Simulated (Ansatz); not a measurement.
# How far is PAW off for ZnO?

```
CELL_PARAMETERS angstrom
0.00000 2.14000 2.14000
2.14000 0.00000 2.14000
2.14000 2.14000 0.00000
ATOMIC_POSITIONS crystal
Zn 0.00000 0.00000 0.00000
O 0.50000 0.50000 0.50000
```

Atom numbers follow the list: Zn1, O2.

The cell comes from COD entry 1534836, which wasn't checked; take it as a given geometry.

Methods: DFT, PBE, PAW with Ansatz's default frozen-core files, scalar-relativistic (Ansatz 0.2.0); DFT, PBE, all-electron PAW with datasets made for the crystal, scalar-relativistic (Ansatz 0.2.0); DFT, PBE, all-electron LAPW, scalar-relativistic (Ansatz 0.2.0).

For PAW: a Γ-centred 10×10×10 k mesh, Fermi–Dirac smearing of 0.03 eV, cutoff 420 eV, no spin polarisation. The crystal-made all-electron datasets (AE datasets) take a cutoff of 400 eV at this cell. LAPW targets a basis error of 1 meV/atom. The Ansatz runs share mesh, smearing and spin set-up. Plane-wave (PAW) pressures include the program's estimate of the Pulay term.

Stress and pressure are positive in compression.

Levels count from the top of the valence band.

```json
{"quantity": "pressure (GPa)", "PAW": "6.24", "AE datasets": "6.10", "LAPW": "6.10"}
{"quantity": "band gap (eV)", "PAW": "0.909", "AE datasets": "0.925", "LAPW": "0.925"}
{"quantity": "highest filled level at Γ (eV)", "PAW": "-1.369", "AE datasets": "-1.353", "LAPW": "-1.353"}
{"quantity": "lowest empty level at Γ (eV)", "PAW": "0.909", "AE datasets": "0.925", "LAPW": "0.925"}
{"quantity": "highest filled level at W (eV)", "PAW": "-2.122", "AE datasets": "-2.124", "LAPW": "-2.124"}
{"quantity": "lowest empty level at W (eV)", "PAW": "6.875", "AE datasets": "6.886", "LAPW": "6.886"}
{"quantity": "highest filled level at L (eV)", "PAW": "0.000", "AE datasets": "0.000", "LAPW": "0.000"}
{"quantity": "lowest empty level at L (eV)", "PAW": "5.453", "AE datasets": "5.466", "LAPW": "5.466"}
```

PAW's pressure differs from the LAPW value by +0.13 GPa.
